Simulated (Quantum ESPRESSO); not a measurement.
TiC under changes of volume

One of the cells (10.158 Å³/atom); the others are scaled copies at fixed shape and fractional positions:

```
Ti C
1.0
     0.00000    2.16572    2.16572
     2.16572    0.00000    2.16572
     2.16572    2.16572    0.00000
Ti C
1 1
Cartesian
  0.0000 0.0000 0.0000
  2.1657 2.1657 2.1657
```

The cell is a database's computed one.

* Program: Quantum ESPRESSO 7.5
* Functional: LDA
* Potentials or basis: PseudoDojo 0.4.1 SR LDA standard
* Cutoff: 1143 eV
* Density cutoff: 4572 eV
* k mesh: 11 × 11 × 11
* Occupations: fermi-dirac, width 0.05 eV
* Spin: no spin polarisation

```tsv
volume (Å³/atom)	energy over the lowest point (meV/atom)	pressure (GPa)
9.548	1.39	4.1
9.752	0.00	-1.9
9.955	5.88	-7.4
10.158	18.32	-12.3
10.361	36.65	-16.7
10.564	60.30	-20.6
10.767	?	?
```

Q: What does the run at 10.767 Å³/atom give?

A: Energy over the lowest point 88.73 meV/atom; pressure -24.2 GPa.

Worked out: A Birch-Murnaghan fit of order 3 (a polynomial in V^(-2/3)) to the other rows has its minimum at 9.69 Å³/atom with B0 = V·E''(V) = 282 GPa and B' = 4.0. It gives 88.75 meV/atom at 10.767 Å³/atom, against the run's 88.73, and -dE/dV = -24.2 GPa, against -24.2.

Energies are extrapolated to zero smearing.
